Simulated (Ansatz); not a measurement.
The cell is COD entry 9008878, as deposited and not checked against the literature; nothing was relaxed. It differs from other determinations. The listed cell was then made from it by scaling, straining or moving an atom.

An input for ZnS: DFT, PBEsol, PAW with Ansatz's default frozen-core files, scalar-relativistic (Ansatz 0.2.0). The PAW files were made with PBE; their cores are remade for this functional.

Command: `ansatz run input.yaml --threads 1 --pin off --max-ram 6144MiB --backend cpu --events-out ev --progress --plain --runs-dir out` The run took 23 s on 1 thread of Arm Neoverse V2 (shared host), peak memory 0.48 GiB.

```yaml
crystal:
  lattice:
    - [3.8109987816, -0.0381099878, -0.0381099878]
    - [-1.9385036084, 3.3194767525, -0.0139492237]
    - [-0.06234, -0.06234, 6.234]
  atoms:
    - { symbol: Zn, position: [0.3333333333, 0.6666666667, 0.0] }
    - { symbol: Zn, position: [0.6666666667, 0.3333333333, 0.5] }
    - { symbol: S, position: [0.3333333333, 0.6666666667, 0.385] }
    - { symbol: S, position: [0.6666666667, 0.3333333333, 0.885] }
kpoints:
  mp_grid: { grid: [8, 8, 5] }
scf:
  occupations: { method: fermi_dirac, width: 0.03 }
hamiltonian:
  xc: pbesol
  pseudopotentials: { kind: paw }
output:
  forces: true
  stress: true
  eigenvalues: true
  efg: { contact_densities: true }
```

Set-up and iterations as logged by Ansatz (the results part is left out, to be predicted):

```
Engine: ansatz 0.2.0
Pseudopotentials: kind: paw
Pseudopotential: Zn, paw, valence charge 12, recommended cutoff 420 eV (normal)
Pseudopotential: S, paw, valence charge 6, recommended cutoff 420 eV (normal)
Functional definition: PBEsol
  exchange = pbesol_x
  correlation = pbesol_c
Crystal: 4 atoms, lattice volume = 78.387 Å³
Basis set: ecut = 420 eV, 1531 PW (Γ), exchange–correlation on 54×54×90 points (8 copies of the dense FFT grid, shifted against one another)
Bands: 22, of which v1, the nominal top of the filled ones, is band 18 counted from 1 (17 counted from 0)
Symmetry: 1 space group operations
Space group: P1 (ITA 1), of the structure as read, at distance tolerance 4.3e-5 Å
k-points: 162 of 320 (time reversal used)
Non-local potential: Zn, projectors of the file, l = 0: 2, l = 1: 2, l = 2: 3, l = 3: 1
Non-local potential: S, projectors of the file, l = 0: 2, l = 1: 2, l = 2: 2
PAW form: soft (Blöchl's): semilocal exchange-correlation on the pseudo side does not see the compensation charge
PAW frozen core: Zn, regenerated for the run's functional, and the local potential with it (the file was generated under x = pbe(κ = 0.804, μ = 0.2195149727645171), c = pbe(β = 0.06672455060314922))
PAW frozen core: S, regenerated for the run's functional, and the local potential with it (the file was generated under x = pbe(κ = 0.804, μ = 0.2195149727645171), c = pbe(β = 0.06672455060314922))
PAW one-centre angular grid: Zn, 590 points (default); XC on 64 Gauss nodes
PAW one-centre angular grid: S, 110 points (default); XC on 64 Gauss nodes
Initial density: superposition of atomic densities (neutral atoms: chi_scale 0, normalization atom), corrected by the library's trained network
Initial wavefunctions: pseudopotential atomic-orbital guess
Functional: x = pbesol(κ = 0.804, μ = 0.12345679012345678), c = pbesol(β = 0.046)
SCF iter   1: F=—  HF=-8334.838039 eV  |F-HF|=—  |Δ(HF+E_count)|=         —  Δρ=5.36e-3  dr2=2.58e-2  ethr=1.77e-3  ⟨swp⟩=6.2  Hψ=17622  notcnv=0
SCF iter   2: F=—  HF=-8334.831465 eV  |F-HF|=—  |Δ(HF+E_count)|=   6.57e-3  Δρ=1.99e-3  dr2=5.37e-3  ethr=7.18e-5  ⟨swp⟩=2.6  Hψ=8025  notcnv=0
SCF iter   3: F=—  HF=-8334.830487 eV  |F-HF|=—  |Δ(HF+E_count)|=   9.78e-4  Δρ=1.51e-3  dr2=1.20e-3  ethr=1.49e-5  ⟨swp⟩=2.0  Hψ=6902  notcnv=0
SCF iter   4: F=—  HF=-8334.830023 eV  |F-HF|=—  |Δ(HF+E_count)|=   4.64e-4  Δρ=3.87e-4  dr2=1.19e-4  ethr=3.33e-6  ⟨swp⟩=2.0  Hψ=5596  notcnv=0
SCF iter   5: F=—  HF=-8334.830081 eV  |F-HF|=—  |Δ(HF+E_count)|=   5.80e-5  Δρ=8.33e-5  dr2=8.75e-6  ethr=3.31e-7  ⟨swp⟩=3.0  Hψ=6658  notcnv=0
SCF iter   6: F=—  HF=-8334.830060 eV  |F-HF|=—  |Δ(HF+E_count)|=   2.12e-5  Δρ=4.00e-5  dr2=1.09e-6  ethr=2.43e-8  ⟨swp⟩=2.0  Hψ=6480  notcnv=0
SCF iter   7: F=-8334.830061 eV  HF=-8334.830061 eV  |F-HF|=6.94e-8  |Δ(HF+E_count)|=   1.05e-6  Δρ=7.21e-6  dr2=4.91e-8  ethr=2.78e-10  ⟨swp⟩=3.1  Hψ=16186  notcnv=0
```

Problem. What pressure will this run report?

Solution. -1.23 GPa (positive in compression).

Problem. How large will the largest force be?

Solution. 0.395 eV/Å.
